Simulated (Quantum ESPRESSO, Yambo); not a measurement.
# Quasiparticle gap of MgI2 (1T monolayer) in Yambo, part 3 of 3

Wanted: ground state, empty states, screening and self-energy for MgI2 (1T monolayer).

Quantum ESPRESSO 7.5 and Yambo 5.3.0; PBE and many-body steps on it, plane waves. Known limits of the many-body steps: not at the basis limit; no spin-orbit coupling.

So far. Step 3 (Bands along the symmetry lines): The gap is 3.665 eV, −0.050 eV from the run before at this level. Step 4 (Empty states on the mesh, 6×6×1 mesh, 163 bands): On this mesh the gap is 3.665 eV.

### Step 6. Screening and self-energy, 6×6×1 mesh, 163 bands, screening to 108.8 eV

Now the one-shot GW correction: screening in the RPA, then the self-energy of the levels asked for.

This step: G0W0 on PBE, plane waves, norm-conserving pseudopotentials.

Contents of gw1.in:

```
HF_and_locXC
gw0
dyson
ppa
em1d
rim_cut
rim_w
RandQpts= 3000000
RandGvec= 100 RL
CUTGeo= "slab z"
RandGvecW= 9 RL
EXXRLvcs= 76 Ry
VXCRLvcs= 304 Ry
Chimod= "HARTREE"
% BndsRnXp
 1 | 163 |
%
NGsBlkXp= 8 Ry
% LongDrXp
 1 | 1 | 0 |
%
% GbndRnge
 1 | 163 |
%
DysSolver= "n"
ExtendOut
PPAPntXp= 27.21138 eV
% QPkrange
 1 | 1 | 29 | 32 |
 4 | 4 | 29 | 32 |
%
```

The run is started by

```sh
$ OMP_NUM_THREADS=1 mpirun -n 4 yambo -F gw1.in -J gw1 -C gw1 > gw1.log
```

What it wrote:

```text
 Yambo, version 5.3.0

 [02] CORE Variables Setup
 =========================

  [... cell, symmetries and grids as in the set-up ...]

  [02.05] Energies & Occupations
  ==============================

  [X] === General ===
  [X] Electronic Temperature                        :  0.000000  0.000000 [eV K]
  [X] Bosonic    Temperature                        :  0.000000  0.000000 [eV K]
  [X] Finite Temperature mode                       : no
  [X] El. density                                   :  0.24459E+24 [cm-3]
  [X] Fermi Level                                   : -1.403412 [eV]

  [X] === Gaps and Widths ===
  [X] Conduction Band Min                           :  3.665263 [eV]
  [X] Valence Band Max                              :  0.000000 [eV]
  [X] Filled Bands                                  :  30
  [X] Empty Bands                                   :   31  163
  [X] Direct Gap                                    :  3.979035 [eV]
  [X] Direct Gap localized at k                     :  1
  [X] Indirect Gap                                  :  3.665263 [eV]
  [X] Indirect Gap between kpts                     :   1   4
  [X] Last valence band width                       :  0.671967 [eV]
  [X] 1st conduction band width                     :  1.070350 [eV]

 [03] Transferred momenta grid and indexing
 ==========================================

 IBZ Q-points                                      :   7
 BZ  Q-points                                      :   36

 K/Q-points units:
 rlu = crystal or reduced units; cc = cartesian coordinates; iku = interal k-units

 Q [1]          [rlu]:  0.000000  0.000000  0.000000
 Q [2]          [rlu]:  0.40333E-17  0.16667       0.0000
 Q [3]          [rlu]:  0.80666E-17  0.33333       0.0000
 Q [4]          [rlu]: -0.12100E-16 -0.50000       0.0000
 Q [5]          [rlu]:  0.166667  0.166667  0.000000
 Q [6]          [rlu]:  0.166667  0.333333  0.000000
 Q [7]          [rlu]:  0.333333  0.333333  0.000000

 [04] Coloumb potential Random Integration (RIM)
 ===============================================

 Performing RIM of v_slab

  [04.01] RIM initialization
  ==========================

  * Diagonal components only detected *

  8 x (sBL volume)        :  0.033298 [a.u.]
  sBZ random points       :  3000000
  Points outside the sBZ  :  24000829
  RL volume               :  0.149843 [a.u.]
  Integrated volume       :  0.149837 [a.u.]

  [04.02] RIM integrals
  =====================

  Gamma point sphere radius             :  0.035709 [a.u.]
  Points outside the sphere             :  2398884
  [Int_sBZ(q=0) 1/q^2]*(Vol_sBZ)^(-1/3) =:  7.474062
                                 should be <:  7.795600

  Summary of Coulomb integrals for non-metallic bands |Q|[au] RIM/Bare

  Q [1] 0.100000E-4 0.958754 * Q [2] 0.152079 0.990823
  Q [5] 0.263409 1.022660 * Q [3] 0.304159 1.022159
  Q [6] 0.402364 1.017226 * Q [4] 0.456238 1.014482
  Q [7] 0.526819 1.011227
  Non-periodic chartesian directions : none
  Optical renormalization            :  30.23562 [au]
  Polarizability dimension           : length

 [05] Coloumb potential CutOffslab
 =================================

 Cut directionsZ
 Slab Cutoff:Z
 Symmetry test passed : yes

 [06] Dipoles
 ============

  [06.01] Setup: observables and procedures
  =========================================

  [WARNING] [x,Vnl] slows the Dipoles computation. To neglect it rename the ns.kb_pp file

 [07] Dynamic Dielectric Matrix (PPA)
 ====================================

 [WR./gw1//ndb.pp]---------------------------------------------------------------
  Brillouin Zone Q/K grids (IBZ/BZ)                :    7   36    7   36
  RL vectors                                       :  21779 [WF]
  Coulomb cutoff potential                         : slab z
  Electronic Temperature                           :  0.000000 [K]
  Bosonic    Temperature                           :  0.000000 [K]
  PPA    diel. fun.  energies                      : Perdew, Burke & Ernzerhof(X)+Perdew, Burke & Ernzerhof(C)
  wavefunctions                                    : Perdew, Burke & Ernzerhof(X)+Perdew, Burke & Ernzerhof(C)
  Global Gauge                                     : length
  X matrix size                                    :   675
  X band range                                     :    1  163
  X e/h energy range                               : -1.000000 -1.000000 [eV]
  X Time ordering                                  : R
  X Hxc Kernel                                     : HARTREE
  X Drude frequency                                :  0.000000  0.000000
  X poles                                          :  100.0000 [o/o]
  RL vectors in the sum                            :  21779
  [r,Vnl] included                                 : yes
  Field direction                                  :  0.707107E-5  0.707107E-5   0.00000
  BZ energy Double Grid                            : no
  BZ energy DbGd points                            : 0
  BZ Q point size factor                           : -1.000000
  X Optical Averaged directions                    : none

 [08] Local Exchange-Correlation + Non-Local Fock
 ================================================

 [VXC] Plane waves :  148115
 [EXS] Plane waves :  18431

 QP @ state[ 1 ] K range:  1  1
 QP @ state[ 1 ] b range:   29   32
 QP @ state[ 2 ] K range:   4   4
 QP @ state[ 2 ] b range:   29   32

 [xc] Functional : Perdew, Burke & Ernzerhof(X)+Perdew, Burke & Ernzerhof(C)
 [xc] LIBXC used to calculate xc functional
  PP Number of Atomic Species                      :  2
  NLCC RL compoments                               :  148115
  PP Number of Atomic Species                      :  2
  NLCC RL compoments                               :  148115

 [xc] E_xc :  -51.63343 [Ha]
      E_xc :  -103.2669 [Ry]

  Local XC kind (lXC) : Perdew, Burke & Ernzerhof(X)+Perdew, Burke & Ernzerhof(C)
  Non-Local XC kind (nlXC) : Hartree-Fock

  Corrections @ K [1] :  [eV]
 <29|nlXC|29> = -16.54534  0.98996E-18 <29|lXC|29> = -13.82049  0.13742E-30
 <30|nlXC|30> = -16.54529  0.65408E-17 <30|lXC|30> = -13.82049 -0.66873E-30
 <31|nlXC|31> = -5.758100 -0.18194E-17 <31|lXC|31> = -9.514108  0.48857E-26
 <32|nlXC|32> = -4.904979 -0.13456E-18 <32|lXC|32> = -8.904740  0.18882E-15

  Corrections @ K [4] :  [eV]
 <29|nlXC|29> = -16.01394 -0.37445E-17 <29|lXC|29> = -12.92482 -0.39729E-28
 <30|nlXC|30> = -16.30376 -0.17980E-16 <30|lXC|30> = -13.39133  0.94408E-16
 <31|nlXC|31> = -5.720157  0.18721E-18 <31|lXC|31> = -9.602717 -0.47204E-16
 <32|nlXC|32> = -4.763225 -0.22230E-17 <32|lXC|32> = -8.729521  0.47204E-16

 [09] Dyson equation: Newton solver
 ==================================

  [09.01] RIM-W interpolation
  ===========================

  [WARNING] RIM-W works only for 2D semiconductors with slab cutoff
  Found compatible q grid: 2D
  q_min[ 1 ]:  0.16667      0.37797E-11   0.0000     [rlu]
   0.166667  0.083333  0.000000 [iku]
  q_min[ 2 ]:  0.40333E-17  0.16667       0.0000     [rlu]
  -0.91479E-11  0.16667       0.0000     [iku]
  G-vectors :   9
  G-vectors loaded:   61
  Number of interpolated frequencies:  2

  Evaluating coefficients q = 0
  Evaluating coefficients q = 0

  [09.02] RIM-W integrals
  =======================

  8 x (sBL volume)        :  0.033298 [a.u.]
  sBZ random points       :  3000000
  Points outside the sBZ  :  24000829
  RL volume               :  0.149843 [a.u.]
  Integrated volume       :  0.149837 [a.u.]

  [09.03] RIM integrals
  =====================

  Comparison between head Wc = W - v averages: < Wc > [au] RIM-W/RIM

   < -Wc [Q = 1] > 0.172046E-1 0.119777E-4 * < -Wc [Q = 2] > 0.003908 0.003776
   < -Wc [Q = 3] > 0.806358E-3 0.793771E-3 * < -Wc [Q = 4] > 0.289721E-3 0.286665E-3
   < -Wc [Q = 5] > 0.001149 0.001130 * < -Wc [Q = 6] > 0.406695E-3 0.402993E-3
   < -Wc [Q = 7] > 0.205845E-3 0.205016E-3

  Comparison between head Wc = W - v averages: < Wc > [au] RIM-W/RIM

   < -Wc [G = 1,G`=0] > 0.172046E-1 0.119777E-4 * < -Wc [G = 2,G`=0] >-0.001241 0.000000
   < -Wc [G = 3,G`=0] >-0.001241 0.000000 * < -Wc [G = 4,G`=0] >-0.178199E-4  0.00000
   < -Wc [G = 5,G`=0] >-0.178111E-4  0.00000 * < -Wc [G = 6,G`=0] > 0.107182E-3  0.00000
   < -Wc [G = 7,G`=0] > 0.107173E-3  0.00000 * < -Wc [G = 8,G`=0] >-0.164650E-4  0.00000
   < -Wc [G = 9,G`=0] >-0.164643E-4  0.00000

 [10] G0W0 (W PPA)
 =================

 [  GW  ] Bands range     :    1  163
 [GW/PPA] G damping       :  0.100000 [eV]

 QP @ state[ 1 ] K range:  1  1
 QP @ state[ 1 ] b range:   29   32
 QP @ state[ 2 ] K range:   4   4
 QP @ state[ 2 ] b range:   29   32

  Sc/G bands                                       :    1  163
  Sc/G damping                                     :  0.100000 ev
  Sc bands terminator                              : no
  Sx RL components                                 :  18431

  QP @ state[ 1 ] K range                          :  1  1
  QP @ state[ 1 ] b range                          :   29   32
  QP @ state[ 2 ] K range                          :   4   4
  QP @ state[ 2 ] b range                          :   29   32
  GF energies kind                                 : Perdew, Burke & Ernzerhof(X)+Perdew, Burke & Ernzerhof(C)
  GF WF`s kind                                     : Perdew, Burke & Ernzerhof(X)+Perdew, Burke & Ernzerhof(C)
  Xs energies kind                                 : Perdew, Burke & Ernzerhof(X)+Perdew, Burke & Ernzerhof(C)
  Xs WF`s kind                                     : Perdew, Burke & Ernzerhof(X)+Perdew, Burke & Ernzerhof(C)

 [14] Game Over & Game summary
```

Run time: 12 min. Hardware: 4 MPI ranks of Arm Neoverse V1, shared host; peak memory 4.7 GiB.

Numbers from this step:

```
G0W0 gap on the points computed              : 5.920 eV
starting gap on the mesh                     : 3.665 eV
k of the valence top                         : 0, 0, 0
k of the conduction bottom                   : 0, -0.5, 0
least direct G0W0 gap on the computed points : 6.182 eV
Z at the valence top                         : 0.8136
Z at the conduction bottom                   : 0.8326
```

The gap on the mesh goes from 3.67 eV to 5.92 eV, a correction of +2.25 eV. The start differs from the 3.72 eV found before because the two sample other k points.

Limits: finite bands, cutoff and mesh; no spin-orbit coupling. v1 is the top filled band, c1 the lowest empty one. Levels before and after the correction, in eV, zero at the valence-band top of each column:

```csv
,conduction bottom,valence top
Kohn-Sham,3.67,0.00
G0W0,5.92,0.00
```

```csv
,level,energy (eV)
Kohn-Sham,Γ v2-v1,0.000
Kohn-Sham,Γ c1,3.979
Kohn-Sham,Γ c2,4.917
Kohn-Sham,(0 -0.5 0) v2,-0.618
Kohn-Sham,(0 -0.5 0) v1,-0.403
Kohn-Sham,(0 -0.5 0) c1,3.665
Kohn-Sham,(0 -0.5 0) c2,5.522
G0W0,Γ v2-v1,0.000
G0W0,Γ c1,6.182
G0W0,Γ c2,7.101
G0W0,(0 -0.5 0) v2,-0.815
G0W0,(0 -0.5 0) v1,-0.487
G0W0,(0 -0.5 0) c1,5.920
G0W0,(0 -0.5 0) c2,7.735
```

### Step 7. Where the time went

Times are wall times on the hardware named with each run, good to a factor of about two.

```csv
step,time,share,memory (GiB)
ground state,45 s,5 %,0.81
bands along the symmetry lines,24 s,3 %,0.62
empty states on the mesh,1.8 min,12 %,1.4
conversion and set-up,3.2 s,0 %,0.26
screening and self-energy,12 min,80 %,4.7
```

### Step 8. Outcome

```json
{
  "PBE gap": "3.67 eV, indirect",
  "G0W0 gap on the mesh": "5.92 eV",
  "GW settings": "6×6×1 mesh, 163 bands, screening to 108.8 eV, Godby-Needs plasmon pole",
  "known limits": "not at the basis limit; no spin-orbit coupling"
}
```

In words: G0W0 moves the gap on the mesh from 3.67 eV to 5.92 eV (+2.25 eV), with Z of 0.81 and 0.83 at the edges. Only 2 of the mesh's irreducible points were corrected, so a valley elsewhere could overtake. The dearest step here is «screening and self-energy». Bands and cutoff are finite, so the gap is not at the basis limit. The miss can reach some tenths of an eV and take either sign; the mesh is an error of its own. In the G0W0 run levels were corrected at 2 k points alone, so a gap called «on the mesh» is the least over those, and an edge elsewhere would be missed. The many-body steps are scalar-relativistic: spin-orbit coupling is not in them.

[Paths, hosts, dates, memory and timing lines, banners, echoed tables and standing remarks are left out of the program output.]

[Logs are printed without paths, hosts, clocks, repeated set-up lines and the standing remarks that a program may print on its own settings, such as how far it seeks lower states.]

[Runs of the session that timed out or met a known fault of the program may be left out.]

[Hosts, paths, dates, database ids (printed as entryN), source tags and the programs' standing remarks are cut or masked in the printed files.]
